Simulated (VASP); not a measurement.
# Si in VASP: notebook, part 2 of 2

VASP 6.6.1. The steps go on from the part before.

## Step 3: Relaxation of cell and atoms, PBE

This run uses another cell than the first one, of 15.35 Å³/atom, 1.129 times its volume.

File INCAR:

```
  PREC = Accurate
  ENCUT = 520
  EDIFF = 1E-7
  ISMEAR = 0
  SIGMA = 0.1
  LREAL = F
  LASPH = T
  NELM = 120
  ALGO = Normal
  ISIF = 3
  LWAVE = F
  LCHARG = F
  GGA = PE
  IBRION = 2
  NSW = 60
  EDIFFG = -0.005
  POTIM = 0.3
```

File KPOINTS:

```
regular mesh
0
Gamma
  19 19 19
```

File POSCAR:

```
Si                                      
1.0
   -2.4044146876      2.4044634415      1.3273352040
    2.4044146876     -2.4044634415      1.3273352040
    2.4044146876      2.4044634415     -1.3273352040
  Si            
     2
Direct
     0.3750687724806075    0.1250687724806074    0.2500000000000000
     0.6249312275193927    0.8749312275193927    0.7500000000000000
```

Potentials or basis: VASP PAW PBE potentials, release 64 (Si).

Run with:

```console
$ cat potpaw_PBE.64/Si/POTCAR > POTCAR
$ mpirun -np 1 vasp_std > vasp.out
```

OUTCAR:

```text
PREC = Accurate
   ENCUT = 520
   EDIFF = 1E-7
   ISMEAR = 0
   LREAL = F
   LASPH = T
   NELM = 120
   ISIF = 3
   GGA = PE
   IBRION = 2
   NSW = 60
   EDIFFG = -0.005
   POTIM = 0.3

 ion  position               nearest neighbor table
   1  0.375  0.125  0.250-   2 2.49   2 2.49   2 2.49   2 2.49   2 3.12   2 3.12   2 3.12   2 3.12

   2  0.625  0.875  0.750-   1 2.49   1 2.49   1 2.49   1 2.49   1 3.12   1 3.12   1 3.12   1 3.12

  LATTYP: Found a body centered orthorhombic cell.
 ALAT       =     2.6546704080
 B/A-ratio  =     1.8114600444
 C/A-ratio  =     1.8114967751

  Lattice vectors:

 A1 = (   2.4044146876,  -2.4044634415,   1.3273352040)
 A2 = (  -2.4044146876,  -2.4044634415,  -1.3273352040)
 A3 = (   2.4044146876,   2.4044634415,  -1.3273352040)

Analysis of symmetry for initial positions (statically):
=====================================================================
 Subroutine PRICEL returns:
 Original cell was already a primitive cell.

 Routine SETGRP: Setting up the symmetry group for a
 body centered orthorhombic supercell.
[... 168 lines left out ...]

  energy without entropy =      -10.26591595  energy(sigma->0) =      -10.26773589

 E-fermi :   9.0473     XC(G=0): -10.8784

 val. band max:        9.0411434897   @ k =  -0.2105   0.1579  -0.0000
 cond. band min:       9.0600879166   @ k =  -0.4737   0.2105   0.1053
 fundamental gap:      0.0189444268
 Fermi energy:         9.0472889816

 k-point     1 :       0.0000    0.0000    0.0000
  band No.  band energies     occupation
      1      -4.6139      2.00000
      2       6.5881      2.00000
      3       6.5888      2.00000
      4       7.0017      2.00000
      5      10.6754      0.00000
      6      16.5901      0.00000
      7      17.8825      0.00000
      8      17.8843      0.00000
[... 243 lines left out ...]
 k-point    24 :      -0.3158    0.0526    0.0000
  band No.  band energies     occupation
      1      -2.5751      2.00000
      2       4.7188      2.00000
      3       6.3726      2.00000
      4       8.8384      1.99686
      5      11.3979      0.00000
      6      12.4528      0.00000
      7      13.5928      0.00000
      8      14.3179      0.00000

 [... further k-points ...]
[... 5 lines left out ...]
  --------------------------------------------------------------------------------------
  -------------------------------------------------------------------------------------
  Total        0.0011544     -0.0020735     -0.0047442      0.0000000     -0.0000000      0.0000000
  in kB        0.0602551     -0.1082303     -0.2476324      0.0000000     -0.0000000      0.0000000
  external PRESSURE =      -0.0985359 kB  Pullay stress =       0.0000000 kB

 VOLUME and BASIS-vectors are now :
 -----------------------------------------------------------------------------
  energy-cutoff  :      520.00
  volume of cell :       30.70
      direct lattice vectors                 reciprocal lattice vectors
    -2.404414688  2.404463441  1.327335204     0.000000000  0.207946601  0.376694597
     2.404414688 -2.404463441  1.327335204     0.207950818  0.000000000  0.376694597
     2.404414688  2.404463441 -1.327335204     0.207950818  0.207946601  0.000000000

 POSITION                                       TOTAL-FORCE (eV/Angst)
 -----------------------------------------------------------------------------------
      0.00000      1.20223      0.33202         0.000000      0.000000     -0.000372
      2.40441      1.20223      0.99532        -0.000000     -0.000000      0.000372
 -----------------------------------------------------------------------------------
    total drift:                               -0.000000      0.000000     -0.000000

  FREE ENERGIE OF THE ION-ELECTRON SYSTEM (eV)
  ---------------------------------------------------
  free  energy   TOTEN  =       -10.2695558231 eV

  energy  without entropy=      -10.2659159508  energy(sigma->0) =      -10.26773589

 reached required accuracy - stopping structural energy minimisation
```

OSZICAR:

```text
N       E                     dE             d eps       ncg     rms          rms(c)
DAV:   1     0.417102076611E+01    0.41710E+01   -0.34429E+03 16016   0.832E+02
DAV:   2    -0.101099309711E+02   -0.14281E+02   -0.13823E+02 23624   0.754E+01
DAV:   3    -0.102815954452E+02   -0.17166E+00   -0.16818E+00 21984   0.981E+00
DAV:   4    -0.102822185072E+02   -0.62306E-03   -0.62281E-03 24400   0.523E-01
DAV:   5    -0.102822224234E+02   -0.39162E-05   -0.39154E-05 22344   0.145E-02    0.403E+00
DAV:   6    -0.102747459448E+02    0.74765E-02   -0.36950E-03 21704   0.415E-01    0.232E+00
DAV:   7    -0.102695606571E+02    0.51853E-02   -0.84227E-03 20232   0.660E-01    0.210E-01
DAV:   8    -0.102695607882E+02   -0.13112E-06   -0.36630E-04 22248   0.151E-01    0.418E-02
DAV:   9    -0.102695565129E+02    0.42753E-05   -0.11480E-05 23704   0.269E-02    0.110E-02
DAV:  10    -0.102695558085E+02    0.70442E-06   -0.16511E-06 23552   0.893E-03    0.287E-03
DAV:  11    -0.102695558231E+02   -0.14597E-07   -0.57939E-08 11840   0.205E-03
   1 F= -.10269556E+02 E0= -.10267736E+02  d E =-.102696E+02
```

CONTCAR:

```text
Si
   1.00000000000000
    -2.4044146876000001    2.4044634414999999    1.3273352039999999
     2.4044146876000001   -2.4044634414999999    1.3273352039999999
     2.4044146876000001    2.4044634414999999   -1.3273352039999999
  Si
     2
Direct
     0.3750687724806099    0.1250687724806099    0.2500000000000000
     0.6249312275193901    0.8749312275193901    0.7500000000000000

  0.00000000E+00  0.00000000E+00  0.00000000E+00
  0.00000000E+00  0.00000000E+00  0.00000000E+00
```

Run time: 2.7 min. Hardware: 1 thread of Intel Xeon Platinum 8259CL at 2.50GHz (Skylake/Cascade Lake), shared host; peak memory 0.32 GiB.

What came out:

```yaml
Free_energy: -10.2696 eV
Pressure_after_relaxing: 0.0 GPa
Band_gap_on_the_k_mesh: none (metal or under the smearing width)
```

Final structure:
```cif
data_structure
_symmetry_space_group_name_H-M 'P 1'
_symmetry_Int_Tables_number 1
_cell_length_a 3.6503
_cell_length_b 3.6503
_cell_length_c 3.6503
_cell_angle_alpha 97.599
_cell_angle_beta 97.597
_cell_angle_gamma 137.354
_cell_volume 30.70
loop_
_atom_site_label
_atom_site_type_symbol
_atom_site_fract_x
_atom_site_fract_y
_atom_site_fract_z
_atom_site_occupancy
Si1 Si 0.37507 0.12507 0.25000 1
Si2 Si 0.62493 0.87493 0.75000 1
```

Caveat: the relaxation stopped at its first step, so nothing moved.
